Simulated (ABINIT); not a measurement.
Crystal: ZrC.

```
Zr C
1.0
     0.00000    2.36500    2.36500
     2.36500    0.00000    2.36500
     2.36500    2.36500    0.00000
Zr C
1 1
Direct
  0.50000 0.50000 0.50000
  0.00000 0.00000 0.00000
```

Base run:

- Program: ABINIT 10.8.3 (patched build)
- Functional: SOGGA
- Potentials or basis: JTH PAW PBE v2.0
- Cutoff: 544 eV
- k mesh: 10 × 10 × 10
- Occupations: fermi-dirac, width 0.05 eV
- Spin: no spin polarisation

Its results: band gap on the k mesh none (metal or under the smearing width); pressure -10.2 GPa.

Question: After a change of settings the same cell gave: band gap on the k mesh none (metal or under the smearing width); pressure -8.7 GPa. Which change was it?
A. functional from SOGGA to BP86; cutoff from 544 eV to 517 eV; fine-grid cutoff from 1088.46 eV to 1034.03 eV
B. functional from SOGGA to PBE
C. functional from SOGGA to PBEsol
D. spin from no spin polarisation to spin-orbit coupling, no magnetisation

Answer: C.

Caveats: the PAW data sets were made with another functional, which shifts forces and pressure a little.

Not every run made on this cell is shown here.
